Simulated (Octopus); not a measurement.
# Sn (Fd-3m) in Octopus: equation of state, part 2 of 2

Octopus 16.4.

## (3) Equation of state, PBE, 33.13 Å³/atom (volume scaled by 0.98)

The input, inp:

```
CalculationMode = gs
UnitsOutput = eV_Angstrom
PeriodicDimensions = 3
ExperimentalFeatures = yes
PseudopotentialSet = pseudodojo_pbe
%LatticeParameters
 1*angstrom | 1*angstrom | 1*angstrom
%
%LatticeVectors
 0 | 3.2116418589 | 3.2116418589
 3.2116418589 | 0 | 3.2116418589
 3.2116418589 | 3.2116418589 | 0
%
%ReducedCoordinates
 "Sn" | 0.75 | 0.75 | 0.75
 "Sn" | 0.5 | 0.5 | 0.5
%
%Spacing
 0.14193586*angstrom | 0.14193586*angstrom | 0.14193586*angstrom
%
DerivativesOrder = 8
%KPointsGrid
 7 | 7 | 7
%
KPointsUseSymmetries = yes
XCFunctional = gga_x_pbe + gga_c_pbe
SmearingFunction = fermi_dirac
Smearing = 0.05*eV
ExtraStates = 6
Eigensolver = chebyshev_filter
ConvRelDens = 3e-7
MaximumIter = 120
```

Potentials or basis: pseudodojo_pbe (PseudoDojo 0.5, PBE).

Command:

```sh
$ OMP_NUM_THREADS=1 octopus > out.log
```

out.log:

```text
Running octopus

Version                : 16.4
Optional libraries     :

************************** Calculation Mode **************************
Input: [CalculationMode = gs]
**********************************************************************

Input: [SpinComponents = unpolarized]

******************************* Space ********************************
Octopus will run in 3 dimension(s).
Octopus will treat the system as periodic in 3 dimension(s).
**********************************************************************

Input: [AllElectronType = no]
Input: [PseudopotentialSet = pseudodojo_pbe]
Reading Coordinates from ReducedCoordinates block

****************************** Species *******************************
  Species 'Sn'
    type             : pseudopotential
[... 345 lines left out ...]
 ediff =        1.19E-01 abs_dens =  1.54E-01 rel_dens =  5.50E-03
Matrix vector products: 500
Converged eigenvectors: 0
[... 127 lines left out ...]
*********************** SCF CYCLE ITER #   13 ************************
 etot  = -4.28889630E+03 abs_ev   =  1.94E-04 rel_ev   =  5.54E-07
 ediff =        9.11E-06 abs_dens =  4.15E-06 rel_dens =  1.48E-07
Matrix vector products: 500
Converged eigenvectors: 0

#  State  KPoint  Eigenvalue [eV]  Occupation    Error
      1      17      -17.577897    2.000000   ( 4.3E-08)
      1      16      -17.576739    2.000000   ( 4.4E-08)
      1      11      -17.572619    2.000000   ( 4.0E-08)
      1      13      -17.570466    2.000000   ( 4.4E-08)
      1      20      -17.567435    2.000000   ( 4.3E-08)
      1      18      -17.565678    2.000000   ( 4.0E-08)
      2      17      -17.564283    2.000000   ( 4.4E-08)
      2      18      -17.563307    2.000000   ( 4.1E-08)
[... 23 lines left out ...]
     19      14       12.955406    0.000000   ( 8.0E-03)
     20       8       13.026854    0.000000   ( 2.2E-02)
     20      10       13.096491    0.000000   ( 3.2E-03)
     20      17       13.188960    0.000000   ( 2.1E-02)
     20      18       13.499052    0.000000   ( 1.8E-02)
     20      20       13.531704    0.000000   ( 2.8E-02)
     20      14       13.550456    0.000000   ( 3.6E-03)
     20      19       14.564891    0.000000   ( 8.8E-03)

Density of states:

-%--------------------------------------------------------------------
-%--------------------------------------------------------------------
-%--------------------------------------------------------------------
-%--------------------------------------------------------------------
%%--------------------------------------------------------------------
%%--------------------------------------------------------------------
%%--------------------------------------------------------------------
%%--------------------------------------------------------------------
%%--------------------------------------------------------------------
%%--------------------------%-----------%-%-%-----%-%%%-%-%---%%--%---
                                               ^

Fermi energy =     4.315900 eV

**********************************************************************

Info: SCF converged in   13 iterations

** Warning:
**   Some of the states are not fully converged!

Info: Number of matrix-vector products:       6500
Info: Finished writing information to 'restart/gs'.

Octopus emitted 17 warnings.
```

Run time: 4.5 min. Hardware: 1 thread of Arm Neoverse V1, shared host; peak memory 0.72 GiB.

What came out:

| Item | Value |
| --- | --- |
| Free energy | -4288.8980 eV |
| Band gap on the k mesh | none (metal or under the smearing width) |

## (4) Equation of state, PBE, 34.48 Å³/atom (volume scaled by 1.02)

inp: that of step 3 with these lines changed.

```diff
@@ -9,5 +9,5 @@
 %LatticeVectors
- 0 | 3.2116418589 | 3.2116418589
- 3.2116418589 | 0 | 3.2116418589
- 3.2116418589 | 3.2116418589 | 0
+ 0 | 3.2547562903 | 3.2547562903
+ 3.2547562903 | 0 | 3.2547562903
+ 3.2547562903 | 3.2547562903 | 0
 %
@@ -18,3 +18,3 @@
 %Spacing
- 0.14193586*angstrom | 0.14193586*angstrom | 0.14193586*angstrom
+ 0.14384127*angstrom | 0.14384127*angstrom | 0.14384127*angstrom
 %
```

Command:

```sh
$ OMP_NUM_THREADS=1 octopus > out.log
```

Wall time 4.2 min (1 thread of Arm Neoverse V1, shared host); peak memory 0.72 GiB.

It converged, with:

```
Free energy            : -4288.9819 eV
Band gap on the k mesh : none (metal or under the smearing width)
```

## (5) Equation of state, PBE, 32.45 Å³/atom (volume scaled by 0.96)

inp: that of step 4 with these lines changed.

```diff
@@ -9,5 +9,5 @@
 %LatticeVectors
- 0 | 3.2547562903 | 3.2547562903
- 3.2547562903 | 0 | 3.2547562903
- 3.2547562903 | 3.2547562903 | 0
+ 0 | 3.1896436215 | 3.1896436215
+ 3.1896436215 | 0 | 3.1896436215
+ 3.1896436215 | 3.1896436215 | 0
 %
@@ -18,3 +18,3 @@
 %Spacing
- 0.14384127*angstrom | 0.14384127*angstrom | 0.14384127*angstrom
+ 0.14096366*angstrom | 0.14096366*angstrom | 0.14096366*angstrom
 %
```

Command:

```sh
$ OMP_NUM_THREADS=1 octopus > out.log
```

Run time: 4.7 min. Hardware: 1 thread of Arm Neoverse V1, shared host; peak memory 0.72 GiB.

Results (log left out):

```yaml
Free_energy: -4288.8382 eV
Band_gap_on_the_k_mesh: none (metal or under the smearing width)
```

## (6) Equation of state, PBE, 35.16 Å³/atom (volume scaled by 1.04)

inp: that of step 5 with these lines changed.

```diff
@@ -9,5 +9,5 @@
 %LatticeVectors
- 0 | 3.1896436215 | 3.1896436215
- 3.1896436215 | 0 | 3.1896436215
- 3.1896436215 | 3.1896436215 | 0
+ 0 | 3.2758916636 | 3.2758916636
+ 3.2758916636 | 0 | 3.2758916636
+ 3.2758916636 | 3.2758916636 | 0
 %
@@ -18,3 +18,3 @@
 %Spacing
- 0.14096366*angstrom | 0.14096366*angstrom | 0.14096366*angstrom
+ 0.14477533*angstrom | 0.14477533*angstrom | 0.14477533*angstrom
 %
@@ -32 +32,6 @@
 MaximumIter = 120
+%Output
+ density | cube
+ elf | cube
+ potential | cube
+%
```

Potentials or basis: pseudodojo_pbe (PseudoDojo 0.5, PBE).

Command:

```sh
$ OMP_NUM_THREADS=1 octopus > out.log
```

It took 4.3 min on 1 thread of Arm Neoverse V1, shared host; peak memory 0.71 GiB.

The run converged. Its results:

* Free energy: -4289.0067 eV
* Band gap on the k mesh: none (metal or under the smearing width)

## (7) Equation of state, PBE, 31.77 Å³/atom (volume scaled by 0.94)

inp: that of step 6 with these lines changed.

```diff
@@ -9,5 +9,5 @@
 %LatticeVectors
- 0 | 3.2758916636 | 3.2758916636
- 3.2758916636 | 0 | 3.2758916636
- 3.2758916636 | 3.2758916636 | 0
+ 0 | 3.1673376916 | 3.1673376916
+ 3.1673376916 | 0 | 3.1673376916
+ 3.1673376916 | 3.1673376916 | 0
 %
@@ -18,3 +18,3 @@
 %Spacing
- 0.14477533*angstrom | 0.14477533*angstrom | 0.14477533*angstrom
+ 0.13997787*angstrom | 0.13997787*angstrom | 0.13997787*angstrom
 %
```

Command:

```sh
$ OMP_NUM_THREADS=1 octopus > out.log
```

It took 4.8 min on 1 thread of Arm Neoverse V1, shared host; peak memory 0.72 GiB.

The run converged. Its results:

```yaml
Free_energy: -4288.7294 eV
Band_gap_on_the_k_mesh: none (metal or under the smearing width)
```

## (8) Equation of state, PBE, 35.83 Å³/atom (volume scaled by 1.06)

inp: that of step 7 with these lines changed.

```diff
@@ -9,5 +9,5 @@
 %LatticeVectors
- 0 | 3.1673376916 | 3.1673376916
- 3.1673376916 | 0 | 3.1673376916
- 3.1673376916 | 3.1673376916 | 0
+ 0 | 3.2967577782 | 3.2967577782
+ 3.2967577782 | 0 | 3.2967577782
+ 3.2967577782 | 3.2967577782 | 0
 %
@@ -18,3 +18,3 @@
 %Spacing
- 0.13997787*angstrom | 0.13997787*angstrom | 0.13997787*angstrom
+ 0.14569749*angstrom | 0.14569749*angstrom | 0.14569749*angstrom
 %
@@ -32,6 +32 @@
 MaximumIter = 120
-%Output
- density | cube
- elf | cube
- potential | cube
-%
```

Command:

```sh
$ OMP_NUM_THREADS=1 octopus > out.log
```

It took 4.3 min on 1 thread of Arm Neoverse V1, shared host; peak memory 0.71 GiB.

The run converged. Its results:

* Free energy: -4289.0238 eV
* Band gap on the k mesh: none (metal or under the smearing width)

## (9) Equation of state, PBE

Potentials or basis: pseudodojo_pbe (PseudoDojo 0.5, PBE).

This step only gathers the single runs of the series.

What came out:

* Equilibrium volume: outside the volumes run

Energy against volume, from the lowest point:
| volume (Å³/atom) | energy (meV/atom) |
| --- | --- |
| 31.775 | 147.17 |
| 32.451 | 92.77 |
| 33.127 | 62.87 |
| 33.803 | 39.17 |
| 34.479 | 20.93 |
| 35.155 | 8.55 |
| 35.831 | 0.00 |
